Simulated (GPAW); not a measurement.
# Nb3Sn (Pm-3n) in GPAW: notebook

One crystal, Nb3Sn, is run at these levels: PBEsol; tasks: relaxation of cell and atoms.

Program: GPAW 26.7.0. These are calculated values, not measurements. Logs are shortened: lines on timing, memory, paths and dates and some standing lists are left out, and cuts for length are marked. The log counts tension as positive stress, the text compression.

**1. The structure**

The structure is cubic, space group Pm-3n (No. 223). Conventional cell: a = 5.282 Å, b = 5.282 Å, c = 5.282 Å, α = 90.00°, β = 90.00°, γ = 90.00°. Around Sn (site symmetry m-3) lie 12 Nb at 2.95 Å. Nb (site symmetry -4m2) is surrounded by 2 Nb at 2.64 Å and 4 Sn at 2.95 Å.

**2. Relaxation of cell and atoms, PBEsol**

The input, run.py:

```python
from ase import Atoms
from ase.filters import FrechetCellFilter
from ase.io import write
from ase.optimize import BFGS
from gpaw import GPAW, PW, setup_paths

setup_paths.insert(0, '.')

atoms = Atoms(['Sn', 'Sn', 'Nb', 'Nb', 'Nb', 'Nb', 'Nb', 'Nb'],
              cell=[[5.2821, 0.0, 0.0],
                    [0.0, 5.2821, 0.0],
                    [0.0, 0.0, 5.2821]],
              scaled_positions=[[0.5, 0.5, 0.5],
                                [0.0, 0.0, 0.0],
                                [0.0, 0.5, 0.25],
                                [0.0, 0.5, 0.75],
                                [0.5, 0.25, 0.0],
                                [0.75, 0.0, 0.5],
                                [0.5, 0.75, 0.0],
                                [0.25, 0.0, 0.5]],
              pbc=True)

calc = GPAW(mode=PW(600),
            xc='PBEsol',
            kpts={'size': (4, 4, 4), 'gamma': True},
            occupations={'name': 'fermi-dirac', 'width': 0.05},
            nbands=88,
            convergence={'density': 1e-05, 'forces': 0.0001},
            maxiter=150,
            txt='gpaw.txt')
atoms.calc = calc
opt = BFGS(FrechetCellFilter(atoms), trajectory='relax.traj', logfile='-')
done = opt.run(fmax=0.02, steps=60)
calc.write('gs.gpw')
write('result.traj', atoms)
print('Converged:', done)
print('Cell:', atoms.cell.cellpar().round(4))
print('Volume:', round(atoms.get_volume(), 4))
print(atoms.get_scaled_positions().round(5))
```

Potentials or basis: PAW data sets generated in the run's folder for this functional, pw.

Command:

```
$ gpaw-setup -f PBEsol Nb Sn
$ OMP_NUM_THREADS=1 python run.py
```

gpaw.txt:

```text
__  _  _
 | _ |_)|_||  |
 |__||  | ||/\| - 26.7.0

Input parameters:
  mode=PW(ecut=600.0),
  convergence={'density': 1e-05, 'forces': 0.0001},
  kpts=MonkhorstPack(size=(4, 4, 4), gamma=True),
  maxiter=150,
  nbands=88,
  occupations=Occupations(name='fermi-dirac', width=0.05),
  xc=XC(name='PBEsol')

Diagonalizing LCAO Hamiltonian
Converting LCAO to pw mode
    .------------.
   /|            |
  / |            |
 *Nb|            |
 |  |            |
 |  |    Sn      |
 |NbNb-----Nb----.
 | /      Nb    /
 |/     Nb     /
 Sn-----------*

Atoms  # Å, Bohr magnetons
|   | symbol |        x |        y |        z |    initial magnetic moments |
|---|--------|----------|----------|----------|-----------------------------|
| 0 |     Sn | 2.641050 | 2.641050 | 2.641050 | ( 0.0000,  0.0000,  0.0000) |
| 1 |     Sn | 0.000000 | 0.000000 | 0.000000 | ( 0.0000,  0.0000,  0.0000) |
| 2 |     Nb | 0.000000 | 2.641050 | 1.320525 | ( 0.0000,  0.0000,  0.0000) |
| 3 |     Nb | 0.000000 | 2.641050 | 3.961575 | ( 0.0000,  0.0000,  0.0000) |
| 4 |     Nb | 2.641050 | 1.320525 | 0.000000 | ( 0.0000,  0.0000,  0.0000) |
| 5 |     Nb | 3.961575 | 0.000000 | 2.641050 | ( 0.0000,  0.0000,  0.0000) |
| 6 |     Nb | 2.641050 | 3.961575 | 0.000000 | ( 0.0000,  0.0000,  0.0000) |
| 7 |     Nb | 1.320525 | 0.000000 | 2.641050 | ( 0.0000,  0.0000,  0.0000) |

Unit cell  # Å
| periodic |        x |        y |        z |  lengths |    angles |
|----------|----------|----------|----------|----------|-----------|
|      yes | 5.282100 | 0.000000 | 0.000000 | 5.282100 | 90.000000 |
|      yes | 0.000000 | 5.282100 | 0.000000 | 5.282100 | 90.000000 |
|      yes | 0.000000 | 0.000000 | 5.282100 | 5.282100 | 90.000000 |

Number of symmetries: 24
Symmetry operations  # r_c * U_cc + t_c -> r_c
|    | kind |            matrix            |
|----|------|------------------------------|
|  0 |  E   |  1, 0, 0,  0, 1, 0,  0, 0, 1 |
|  1 |  σ   |  1, 0, 0,  0, 1, 0,  0, 0,-1 |
|  2 |  σ   |  1, 0, 0,  0,-1, 0,  0, 0, 1 |
|  3 |  C2  |  1, 0, 0,  0,-1, 0,  0, 0,-1 |
|  4 |  C3  |  0, 1, 0,  0, 0, 1,  1, 0, 0 |
|  5 |  S6  |  0, 1, 0,  0, 0, 1, -1, 0, 0 |
|  6 |  S6  |  0, 1, 0,  0, 0,-1,  1, 0, 0 |
|  7 |  C3  |  0, 1, 0,  0, 0,-1, -1, 0, 0 |
|  8 |  C3  |  0, 0, 1,  1, 0, 0,  0, 1, 0 |
|  9 |  S6  |  0, 0, 1,  1, 0, 0,  0,-1, 0 |
| 10 |  S6  |  0, 0, 1, -1, 0, 0,  0, 1, 0 |
| 11 |  C3  |  0, 0, 1, -1, 0, 0,  0,-1, 0 |
| 12 |  S6  |  0, 0,-1,  1, 0, 0,  0, 1, 0 |
| 13 |  C3  |  0, 0,-1,  1, 0, 0,  0,-1, 0 |
| 14 |  C3  |  0, 0,-1, -1, 0, 0,  0, 1, 0 |
| 15 |  S6  |  0, 0,-1, -1, 0, 0,  0,-1, 0 |
| 16 |  S6  |  0,-1, 0,  0, 0, 1,  1, 0, 0 |
| 17 |  C3  |  0,-1, 0,  0, 0, 1, -1, 0, 0 |
| 18 |  C3  |  0,-1, 0,  0, 0,-1,  1, 0, 0 |
| 19 |  S6  |  0,-1, 0,  0, 0,-1, -1, 0, 0 |
| 20 |  σ   | -1, 0, 0,  0, 1, 0,  0, 0, 1 |
| 21 |  C2  | -1, 0, 0,  0, 1, 0,  0, 0,-1 |
[... 205 lines left out ...]
Forces  # eV/Ang
|        x |        y |        z |
|----------|----------|----------|
|  0.00000 |  0.00000 |  0.00000 |  # Sn   0
|  0.00000 |  0.00000 |  0.00000 |  # Sn   1
| -0.00000 |  0.00000 |  0.00000 |  # Nb   2
|  0.00000 |  0.00000 | -0.00000 |  # Nb   3
|  0.00000 |  0.00000 |  0.00000 |  # Nb   4
| -0.00000 | -0.00000 |  0.00000 |  # Nb   5
|  0.00000 | -0.00000 |  0.00000 |  # Nb   6
|  0.00000 |  0.00000 |  0.00000 |  # Nb   7

Interpolating wave functions to new cell
    .------------.
   /|            |
  / |            |
 * Nb            |
 |  |            |
 |  |    Sn      |
 | NNb-----Nb----.
 | /      Nb    /
 |/     Nb     /
 Sn-----------*

Atoms  # Å, Bohr magnetons
|   | symbol |         x |         y |        z |    initial magnetic moments |
|---|--------|-----------|-----------|----------|-----------------------------|
| 0 |     Sn |  2.639225 |  2.639225 | 2.639225 | ( 0.0000,  0.0000,  0.0000) |
| 1 |     Sn |  0.000000 |  0.000000 | 0.000000 | ( 0.0000,  0.0000,  0.0000) |
| 2 |     Nb | -0.000000 |  2.639225 | 1.319613 | ( 0.0000,  0.0000,  0.0000) |
| 3 |     Nb |  0.000000 |  2.639225 | 3.958838 | ( 0.0000,  0.0000,  0.0000) |
| 4 |     Nb |  2.639225 |  1.319613 | 0.000000 | ( 0.0000,  0.0000,  0.0000) |
| 5 |     Nb |  3.958838 | -0.000000 | 2.639225 | ( 0.0000,  0.0000,  0.0000) |
| 6 |     Nb |  2.639225 |  3.958838 | 0.000000 | ( 0.0000,  0.0000,  0.0000) |
| 7 |     Nb |  1.319613 |  0.000000 | 2.639225 | ( 0.0000,  0.0000,  0.0000) |

Unit cell  # Å
| periodic |        x |        y |        z |  lengths |    angles |
|----------|----------|----------|----------|----------|-----------|
|      yes | 5.278451 | 0.000000 | 0.000000 | 5.278451 | 90.000000 |
|      yes | 0.000000 | 5.278451 | 0.000000 | 5.278451 | 90.000000 |
|      yes | 0.000000 | 0.000000 | 5.278451 | 5.278451 | 90.000000 |

Number of symmetries: 24
Symmetry operations  # r_c * U_cc + t_c -> r_c
|    | kind |            matrix            |
|----|------|------------------------------|
|  0 |  E   |  1, 0, 0,  0, 1, 0,  0, 0, 1 |
|  1 |  σ   |  1, 0, 0,  0, 1, 0,  0, 0,-1 |
|  2 |  σ   |  1, 0, 0,  0,-1, 0,  0, 0, 1 |
|  3 |  C2  |  1, 0, 0,  0,-1, 0,  0, 0,-1 |
|  4 |  C3  |  0, 1, 0,  0, 0, 1,  1, 0, 0 |
|  5 |  S6  |  0, 1, 0,  0, 0, 1, -1, 0, 0 |
|  6 |  S6  |  0, 1, 0,  0, 0,-1,  1, 0, 0 |
|  7 |  C3  |  0, 1, 0,  0, 0,-1, -1, 0, 0 |
|  8 |  C3  |  0, 0, 1,  1, 0, 0,  0, 1, 0 |
|  9 |  S6  |  0, 0, 1,  1, 0, 0,  0,-1, 0 |
| 10 |  S6  |  0, 0, 1, -1, 0, 0,  0, 1, 0 |
| 11 |  C3  |  0, 0, 1, -1, 0, 0,  0,-1, 0 |
| 12 |  S6  |  0, 0,-1,  1, 0, 0,  0, 1, 0 |
| 13 |  C3  |  0, 0,-1,  1, 0, 0,  0,-1, 0 |
| 14 |  C3  |  0, 0,-1, -1, 0, 0,  0, 1, 0 |
| 15 |  S6  |  0, 0,-1, -1, 0, 0,  0,-1, 0 |
| 16 |  S6  |  0,-1, 0,  0, 0, 1,  1, 0, 0 |
| 17 |  C3  |  0,-1, 0,  0, 0, 1, -1, 0, 0 |
| 18 |  C3  |  0,-1, 0,  0, 0,-1,  1, 0, 0 |
| 19 |  S6  |  0,-1, 0,  0, 0,-1, -1, 0, 0 |
| 20 |  σ   | -1, 0, 0,  0, 1, 0,  0, 0, 1 |
| 21 |  C2  | -1, 0, 0,  0, 1, 0,  0, 0,-1 |
[... 201 lines left out ...]
Forces  # eV/Ang
|        x |        y |        z |
|----------|----------|----------|
|  0.00000 |  0.00000 |  0.00000 |  # Sn   0
|  0.00000 |  0.00000 |  0.00000 |  # Sn   1
|  0.00000 |  0.00000 | -0.00005 |  # Nb   2
|  0.00000 |  0.00000 |  0.00005 |  # Nb   3
|  0.00000 | -0.00005 |  0.00000 |  # Nb   4
|  0.00005 |  0.00000 |  0.00000 |  # Nb   5
|  0.00000 |  0.00005 |  0.00000 |  # Nb   6
| -0.00005 |  0.00000 |  0.00000 |  # Nb   7

Interpolating wave functions to new cell

         Nb
               Sn

         NNb    Nb
                Nb
              Nb
       Sn

Atoms  # Å, Bohr magnetons
|   | symbol |        x |         y |         z |    initial magnetic moments |
|---|--------|----------|-----------|-----------|-----------------------------|
| 0 |     Sn | 2.623146 |  2.623146 |  2.623146 | ( 0.0000,  0.0000,  0.0000) |
| 1 |     Sn | 0.000000 | -0.000000 |  0.000000 | ( 0.0000,  0.0000,  0.0000) |
| 2 |     Nb | 0.000000 |  2.623146 |  1.311565 | ( 0.0000,  0.0000,  0.0000) |
| 3 |     Nb | 0.000000 |  2.623146 |  3.934726 | ( 0.0000,  0.0000,  0.0000) |
| 4 |     Nb | 2.623146 |  1.311565 |  0.000000 | ( 0.0000,  0.0000,  0.0000) |
| 5 |     Nb | 3.934726 | -0.000000 |  2.623146 | ( 0.0000,  0.0000,  0.0000) |
| 6 |     Nb | 2.623146 |  3.934726 | -0.000000 | ( 0.0000,  0.0000,  0.0000) |
| 7 |     Nb | 1.311565 |  0.000000 |  2.623146 | ( 0.0000,  0.0000,  0.0000) |

Unit cell  # Å
| periodic |         x |        y |        z |  lengths |    angles |
|----------|-----------|----------|----------|----------|-----------|
|      yes |  5.246292 | 0.000000 | 0.000000 | 5.246292 | 90.000000 |
|      yes | -0.000000 | 5.246292 | 0.000000 | 5.246292 | 90.000000 |
|      yes |  0.000000 | 0.000000 | 5.246292 | 5.246292 | 90.000000 |

Number of symmetries: 24
Symmetry operations  # r_c * U_cc + t_c -> r_c
|    | kind |            matrix            |
|----|------|------------------------------|
|  0 |  E   |  1, 0, 0,  0, 1, 0,  0, 0, 1 |
|  1 |  σ   |  1, 0, 0,  0, 1, 0,  0, 0,-1 |
|  2 |  σ   |  1, 0, 0,  0,-1, 0,  0, 0, 1 |
|  3 |  C2  |  1, 0, 0,  0,-1, 0,  0, 0,-1 |
|  4 |  C3  |  0, 1, 0,  0, 0, 1,  1, 0, 0 |
|  5 |  S6  |  0, 1, 0,  0, 0, 1, -1, 0, 0 |
|  6 |  S6  |  0, 1, 0,  0, 0,-1,  1, 0, 0 |
|  7 |  C3  |  0, 1, 0,  0, 0,-1, -1, 0, 0 |
|  8 |  C3  |  0, 0, 1,  1, 0, 0,  0, 1, 0 |
|  9 |  S6  |  0, 0, 1,  1, 0, 0,  0,-1, 0 |
| 10 |  S6  |  0, 0, 1, -1, 0, 0,  0, 1, 0 |
| 11 |  C3  |  0, 0, 1, -1, 0, 0,  0,-1, 0 |
| 12 |  S6  |  0, 0,-1,  1, 0, 0,  0, 1, 0 |
| 13 |  C3  |  0, 0,-1,  1, 0, 0,  0,-1, 0 |
| 14 |  C3  |  0, 0,-1, -1, 0, 0,  0, 1, 0 |
| 15 |  S6  |  0, 0,-1, -1, 0, 0,  0,-1, 0 |
| 16 |  S6  |  0,-1, 0,  0, 0, 1,  1, 0, 0 |
| 17 |  C3  |  0,-1, 0,  0, 0, 1, -1, 0, 0 |
| 18 |  C3  |  0,-1, 0,  0, 0,-1,  1, 0, 0 |
| 19 |  S6  |  0,-1, 0,  0, 0,-1, -1, 0, 0 |
| 20 |  σ   | -1, 0, 0,  0, 1, 0,  0, 0, 1 |
| 21 |  C2  | -1, 0, 0,  0, 1, 0,  0, 0,-1 |
[... 129 lines left out ...]
convergence criteria:
- Maximum integral of absolute [dens]ity change: 1e-05 electrons / valence electron
- Maximum change in the atomic [forces] across last 2 cycles: 0.0001 eV/Ang OR
Maximum error relative to the maximum force is below inf
- Maximum [total energy] change in last 3 cyles: 0.0005 eV / valence electron
- Maximum integral of absolute [eigenst]ate change: 4e-08 eV^2 / valence electron
maximum number of iterations: 150

SCF iterations
|iter     | |      energy | eigst |  dens |force |
|---------|-|-------------|-------|-------|------|
|iter:   1| |  -77.337452 | -1.34 |       |      |
|iter:   2| |  -77.324512 | -3.17 | -2.04 |      |
|iter:   3| |  -77.267500 | -2.88 | -2.08 |      |
|iter:   4| |  -77.268653 | -4.17 | -2.97 |      |
|iter:   5| |  -77.269320c| -5.01 | -3.39 |      |
|iter:   6| |  -77.269324c| -6.40 | -4.24 |      |
|iter:   7| |  -77.269323c| -7.51c| -4.67 |      |
|iter:   8| |  -77.269323c| -7.51c| -4.91 |      |
|iter:   9| |  -77.269324c| -7.83c| -5.27c|      |
|iter:  10| |  -77.269324c| -8.24c| -6.02c|-4.37c|

Converged in 10 steps
Energy contributions relative to reference atoms: (reference = -958963.478680)

Energy contributions:
  Kinetic:           8.393784
  Coulomb:         -29.212014
  Zero:             -0.461098
  External:          0.000000
  Xc:              -55.942117
  Entropy:          -0.095756
  Spinorbit:         0.000000
  ----------------------------
  Free energy:     -77.317202
  Extrapolated:    -77.269324

dipole moment: (-56.125509, -56.125509, -56.125509)  # |e|*Ang
[... 7 lines left out ...]
|         46 |         9.512 |     2.000 |
|         47 |         9.512 |     2.000 |
|         48 |         9.950 |     2.000 |
|         49 |        10.821 |     2.000 |
|         50 |        10.821 |     2.000 |
|         51 |        10.821 |     2.000 |
[... 8 lines left out ...]
|         60 |        15.128 |     0.000 |
|         61 |        15.128 |     0.000 |
|        ... |               |           |
|         87 |        24.412 |     0.000 |

No gap
No difference between direct/indirect transitions

Stress tensor  # eV/Ang^3
|         x |         y |         z |
|-----------|-----------|-----------|
| -0.000426 |  0.000000 |  0.000000 |
|  0.000000 | -0.000426 |  0.000000 |
|  0.000000 |  0.000000 | -0.000426 |

Forces  # eV/Ang
|        x |        y |        z |
|----------|----------|----------|
| -0.00000 | -0.00000 |  0.00000 |  # Sn   0
|  0.00000 |  0.00000 |  0.00000 |  # Sn   1
| -0.00000 |  0.00000 | -0.00003 |  # Nb   2
|  0.00000 |  0.00000 |  0.00003 |  # Nb   3
|  0.00000 | -0.00003 |  0.00000 |  # Nb   4
|  0.00003 |  0.00000 |  0.00000 |  # Nb   5
|  0.00000 |  0.00003 |  0.00000 |  # Nb   6
| -0.00003 |  0.00000 |  0.00000 |  # Nb   7

# Writing to gs.gpw (mode='')
```

Run time: 4 min. Hardware: 1 thread of Intel Xeon Platinum 8259CL at 2.50GHz (Skylake/Cascade Lake), shared host; peak memory 0.38 GiB.

What came out:

```yaml
Free_energy: -77.3172 eV
Relaxed_volume: 18.05 Å³/atom
Relaxed_cell: a = 5.246 Å, b = 5.246 Å, c = 5.246 Å, α = 90.00°, β = 90.00°, γ = 90.00°
Space_group_after_relaxing_to_0.05_Å: Pm-3n (No. 223)
Energy_gained_by_relaxing: 4.0 meV/atom
Ionic_steps: 3
Pressure_after_relaxing: 0.1 GPa
Band_gap_on_the_k_mesh: none (metal or under the smearing width)
```

Step by step:
```
step  energy change (eV)  largest force (eV/Å)  pressure (GPa)  volume (Å³)
   1              0.0000                0.0000           -3.37       147.37
   2             -0.0062                0.0001           -3.03       147.07
   3             -0.0321                0.0000            0.07       144.40
```

Final structure:
```cif
data_structure
_symmetry_space_group_name_H-M 'P 1'
_symmetry_Int_Tables_number 1
_cell_length_a 5.2463
_cell_length_b 5.2463
_cell_length_c 5.2463
_cell_angle_alpha 90.000
_cell_angle_beta 90.000
_cell_angle_gamma 90.000
_cell_volume 144.40
loop_
_atom_site_label
_atom_site_type_symbol
_atom_site_fract_x
_atom_site_fract_y
_atom_site_fract_z
_atom_site_occupancy
Sn1 Sn 0.50000 0.50000 0.50000 1
Sn2 Sn 0.00000 0.00000 0.00000 1
Nb1 Nb 0.00000 0.50000 0.25000 1
Nb2 Nb 0.00000 0.50000 0.75000 1
Nb3 Nb 0.50000 0.25000 0.00000 1
Nb4 Nb 0.75000 0.00000 0.50000 1
Nb5 Nb 0.50000 0.75000 0.00000 1
Nb6 Nb 0.25000 0.00000 0.50000 1
```

Levels at points of the mesh, in eV from the Fermi level:
| k point | band 50 | band 51 | band 52 | band 53 | band 54 | band 55 | band 56 | band 57 | band 58 | band 59 |
| --- | --- | --- | --- | --- | --- | --- | --- | --- | --- | --- |
| (0.00, 0.00, 0.00) | -0.58 | -0.58 | -0.58 | -0.09 | -0.09 | 2.41 | 2.41 | 2.41 | 2.57 | 3.56 |
| (0.50, 0.00, 0.00) | -1.08 | -0.89 | -0.89 | -0.39 | -0.39 | 1.53 | 1.53 | 2.20 | 2.20 | 2.75 |
| (0.50, 0.50, 0.00) | 0.07 | 0.12 | 0.12 | 0.18 | 0.57 | 0.62 | 0.62 | 0.75 | 0.86 | 1.17 |
| (0.50, 0.50, 0.50) | -0.02 | -0.02 | -0.02 | 0.10 | 0.10 | 0.10 | 0.10 | 0.10 | 0.10 | 2.54 |

Caveat: later steps reuse the first step's grids.

**3. Relaxation of cell and atoms, PBEsol, target pressure 2 GPa, at which the enthalpy is minimised**

run.py: that of step 2 with these lines changed.

```diff
@@ -4,2 +4,3 @@
 from ase.optimize import BFGS
+from ase.units import GPa
 from gpaw import GPAW, PW, setup_paths
@@ -31,3 +32,3 @@
 atoms.calc = calc
-opt = BFGS(FrechetCellFilter(atoms), trajectory='relax.traj', logfile='-')
+opt = BFGS(FrechetCellFilter(atoms, scalar_pressure=2 * GPa), trajectory='relax.traj', logfile='-')
 done = opt.run(fmax=0.02, steps=60)
```

Potentials or basis: PAW data sets generated in the run's folder for this functional, pw.

Command:

```
$ gpaw-setup -f PBEsol Nb Sn
$ OMP_NUM_THREADS=1 python run.py
```

Wall time 4.3 min (1 thread of Intel Xeon Platinum 8259CL at 2.50GHz (Skylake/Cascade Lake), shared host); peak memory 0.4 GiB.

Results (log left out):

```yaml
Free_energy: -77.3050 eV
Relaxed_volume: 17.84 Å³/atom
Relaxed_cell: a = 5.226 Å, b = 5.226 Å, c = 5.226 Å, α = 90.00°, β = 90.00°, γ = 90.00°
Space_group_after_relaxing_to_0.05_Å: Pm-3n (No. 223)
Energy_change_on_relaxing_the_enthalpy_is_what_falls: -2.6 meV/atom
Ionic_steps: 3
Pressure_after_relaxing: 2.2 GPa
Band_gap_on_the_k_mesh: none (metal or under the smearing width)
```

The path:
```
step  energy change (eV)  largest force (eV/Å)  pressure (GPa)  volume (Å³)
   1              0.0000                0.0000           -3.37       147.37
   2             -0.0095                0.0000           -2.83       146.89
   3             -0.0209                0.0000            2.18       142.71
```

Final structure:
```xyz
8
Lattice="5.2258 0.0000 0.0000 0.0000 5.2258 0.0000 0.0000 0.0000 5.2258" Properties=species:S:1:pos:R:3 pbc="T T T"
Sn    2.6129    2.6129    2.6129
Sn    0.0000    0.0000    0.0000
Nb    0.0000    2.6129    1.3065
Nb    0.0000    2.6129    3.9194
Nb    2.6129    1.3065    0.0000
Nb    3.9194    0.0000    2.6129
Nb    2.6129    3.9194    0.0000
Nb    1.3065    0.0000    2.6129
```

Levels at points of the mesh, in eV from the Fermi level:
| k point | band 52 | band 53 | band 54 | band 55 | band 56 | band 57 |
| --- | --- | --- | --- | --- | --- | --- |
| (0.00, 0.00, 0.00) | -0.59 | -0.09 | -0.09 | 2.44 | 2.44 | 2.44 |
| (0.50, 0.00, 0.00) | -0.91 | -0.38 | -0.38 | 1.56 | 1.56 | 2.23 |
| (0.50, 0.50, 0.00) | 0.11 | 0.20 | 0.57 | 0.63 | 0.63 | 0.76 |
| (0.50, 0.50, 0.50) | -0.03 | 0.11 | 0.11 | 0.11 | 0.11 | 0.11 |

Caveat: later steps reuse the first step's grids.
